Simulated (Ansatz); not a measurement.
This script for the Ansatz DFT code, driven from Python starts 4 runs on SiC, space group P6_3mc. What input does the engine get in each?

The script, `sic_lattice.py`:
```python
"""How the lattice of SiC depends on the functional."""

import warnings

import ansatz as az
import numpy as np

MESH = (6, 6, 4)
OCCUPATIONS = "Fixed"
FORCE_TOL = 0.02

def edges_and_angles(cell):
    cell = np.asarray(cell)
    a, b, c = np.linalg.norm(cell, axis=1)
    cosines = cell[1] @ cell[2] / (b * c), cell[0] @ cell[2] / (a * c), cell[0] @ cell[1] / (a * b)
    return (a, b, c, *np.degrees(np.arccos(cosines)))

warnings.simplefilter("ignore", az.DeckWarning)

lattice = az.Lattice.of(
    (3.076, 0.0, 0.0),
    (-1.538, 2.663894, 0.0),
    (0.0, 0.0, 5.048),
)
sites = [
    ("Si", (1 / 3, 2 / 3, 0.0)),
    ("Si", (2 / 3, 1 / 3, 0.5)),
    ("C", (1 / 3, 2 / 3, 0.385)),
    ("C", (2 / 3, 1 / 3, 0.885)),
]
structure = az.Crystal(lattice=lattice)
for symbol, position in sites:
    structure = structure.atom(symbol, position)

calculation = (
    structure.calculation()
    .kpoints(*MESH)
    .occupations(OCCUPATIONS)
    .relax(cell=True, force_tolerance=FORCE_TOL)
)

levels = [("rpbe", "none"), ("r2scan", "none"), ("r2scan", "rvv10"), ("pbesol", "none")]
print("level            a       b       c    alpha   beta  gamma  V/atom  steps")
for name, dispersion in levels:
    seen = []
    run = calculation.functional(name, dispersion=dispersion).session().plan()
    res = run.execute(on_event=lambda e: seen.append(e) if e["event"] == "relax_step" else None)
    cell = res.lattice.cell_ang
    label = name if dispersion == "none" else f"{name}+{dispersion}"
    print("{:13s} {:7.4f} {:7.4f} {:7.4f} {:6.2f} {:6.2f} {:6.2f}".format(label, *edges_and_angles(cell)), f"{abs(np.linalg.det(cell)) / len(res.lattice.sites):7.3f} {len(seen):5d}")
```

Run 1:
```yaml
crystal:
  lattice:
    - [3.076, 0.0, 0.0]
    - [-1.538, 2.663894, 0.0]
    - [0.0, 0.0, 5.048]
  atoms:
    - { symbol: Si, position: [0.3333333333333333, 0.6666666666666666, 0.0] }
    - { symbol: Si, position: [0.6666666666666666, 0.3333333333333333, 0.5] }
    - { symbol: C, position: [0.3333333333333333, 0.6666666666666666, 0.385] }
    - { symbol: C, position: [0.6666666666666666, 0.3333333333333333, 0.885] }
kpoints:
  mp_grid:
    grid: [6, 6, 4]
hamiltonian:
  xc: rpbe
  dispersion: none
scf:
  occupations:
    method: fixed
relax:
  f_tol: 0.02
  cell: {}
```

Run 2, against run 1:
```diff
-  xc: rpbe
+  xc: r2scan
```

Run 3, against run 1:
```diff
-  xc: rpbe
-  dispersion: none
+  xc: r2scan
+  dispersion: rvv10
```

Run 4, against run 1:
```diff
-  xc: rpbe
+  xc: pbesol
```

```console
$ python sic_lattice.py
level            a       b       c    alpha   beta  gamma  V/atom  steps
rpbe           3.1079  3.1079  5.0979  90.00  90.00 120.00  10.661     8
r2scan         3.0757  3.0757  5.0470  90.00  90.00 120.00  10.337     7
r2scan+rvv10   3.0726  3.0726  5.0427  90.00  90.00 120.00  10.308     6
pbesol         3.0763  3.0763  5.0461  90.00  90.00 120.00  10.339     6
```

From smallest to largest: r2SCAN+RVV10 (10.31 Å³ an atom, -0.3 % against the start), r2SCAN (10.34 Å³ an atom, +0.0 % against the start), PBEsol (10.34 Å³ an atom, +0.0 % against the start) and RPBE (10.66 Å³ an atom, +3.1 % against the start). The spread is 3.4 % in volume.

The structure is a deposited one; some such entries were measured under pressure or heat, so a shift against it needn't be the functional's error alone. Hardware and time: 51 s on 1 thread of Intel(R) Xeon(R) Processor @ 2.30GHz (shared host), peak memory 0.67 GiB.
